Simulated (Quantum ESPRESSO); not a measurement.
**Quick settings and what they miss: GeO2 (P3_221, 9 atoms in the cell)**

Self-consistent single point.

```yaml
crystal:
  lattice:
    - [5.08131, 0.00000, 0.00000]
    - [-2.54066, 4.40054, 0.00000]
    - [0.00000, 0.00000, 5.79054]
  atoms:
    - { symbol: Ge, position: [0.55154, 0.55154, 0.50000] }
    - { symbol: Ge, position: [0.44846, 0.00000, 0.16667] }
    - { symbol: Ge, position: [0.00000, 0.44846, 0.83333] }
    - { symbol: O, position: [0.30593, 0.39511, 0.74468] }
    - { symbol: O, position: [0.60489, 0.91082, 0.41135] }
    - { symbol: O, position: [0.08918, 0.69407, 0.07801] }
    - { symbol: O, position: [0.39511, 0.30593, 0.25532] }
    - { symbol: O, position: [0.91082, 0.60489, 0.58865] }
    - { symbol: O, position: [0.69407, 0.08918, 0.92199] }
```

Computed with PBE, GBRV 1.5 ultrasoft (PBE) pseudopotentials (plane waves; Quantum ESPRESSO 7.5).

Base settings: ecutwfc = 50 Ry; ecutrho = 250 Ry; occupations = fixed; potentials = {Ge: ge_pbe_v1.4.uspp.F.UPF, O: o_pbe_v1.2.uspp.F.UPF}; K_POINTS = automatic 4 4 3 0 0 0; nbnd = 41; conv_thr = 1e-09 Ry; mixing_beta = 0.5.

Tight run (finer mesh or higher cutoff; not a proven limit): ecutwfc: 50 Ry → 70 Ry; ecutrho: 250 Ry → 350 Ry; conv_thr: 1e-09 Ry → 7.3e-11 Ry; K_POINTS: automatic 4 4 3 0 0 0 → automatic 6 6 5 0 0 0. It gave top of the valence band (on the code's own zero) 3.13 eV; gap on the k-point mesh 3.03 eV; pressure -3.16 GPa; largest force (vector length) 0.301 eV/Å.

Quick runs, as changes from the base:
- A: the base itself
- B: ecutwfc: 50 Ry → 35 Ry; ecutrho: 250 Ry → 175 Ry; K_POINTS: automatic 4 4 3 0 0 0 → automatic 4 4 4 0 0 0
- C: ecutwfc: 50 Ry → 25 Ry; ecutrho: 250 Ry → 125 Ry; conv_thr: 1e-09 Ry → 7.3e-06 Ry; K_POINTS: automatic 4 4 3 0 0 0 → automatic 4 4 4 1 1 1
- D: ecutwfc: 50 Ry → 40 Ry; ecutrho: 250 Ry → 200 Ry; occupations: fixed → smearing; nbnd: 41 → default; conv_thr: 1e-09 Ry → 7.3e-05 Ry; K_POINTS: automatic 4 4 3 0 0 0 → automatic 2 2 2 0 0 0; smearing: default → methfessel-paxton; degauss: default → 0.0099958 Ry
- E: ecutwfc: 50 Ry → 25 Ry; ecutrho: 250 Ry → 125 Ry; conv_thr: 1e-09 Ry → 7.3e-05 Ry; pseudopotentials: {Ge: ge_pbe_v1.4.uspp.F.UPF, O: o_pbe_v1.2.uspp.F.UPF} → {Ge: ge_lda_v1.4.uspp.F.UPF, O: o_lda_v1.2.uspp.F.UPF}; K_POINTS: automatic 4 4 3 0 0 0 → automatic 2 2 2 0 0 0 [LDA (PZ)]

Dashes: time of C, D, E, under 30 s; energy of E, another energy zero.

Gaps are read on each run's own mesh, which may miss the band edges.

† marks runs with another functional, U, potentials or spin treatment: their distance from the tight run is not a convergence error alone.

The count of work is k-points × plane waves × bands × iterations; it is no time. Core times come from one kind of shared machine and are given to one figure; runs under 30 s give none.

The starting cell comes from a database of computed structures (which also holds hypothetical and non-ambient phases and stackings), without a prior relaxation at this level. Its lattice was rescaled by a random factor within 2.5 % of one. In the base run, with a pressure of about -3 GPa the cell is away from its equilibrium volume at this level.

| run | energy less tight (meV/atom) | pressure less tight (GPa) | largest miss in a force vector (eV/Å) | gap on the mesh less tight (eV) | count of work / tight | core time / tight (rough) |
|---|---|---|---|---|---|---|
| A | 4.9 | -0.21 | 0.002 | 0.001 | 0.20 | 0.3 |
| B | 21.7 | -1.88 | 0.010 | -0.001 | 0.17 | 0.2 |
| C | 1038.2 | -66.27 | 0.056 | 0.357 | 0.10 | – |
| D | 13.0 | 1.20 | 0.064 | 0.002 | 0.033 | – |
| E† | – | -74.31 | 0.401 | -0.209 | 0.014 | – |

Among the runs at the tight run's level, the energy misses run from 4.9 to 1038.2 meV/atom.

Left out of this page: 1 run of the series outside the window shown, repeating another row's setting, or not comparable.
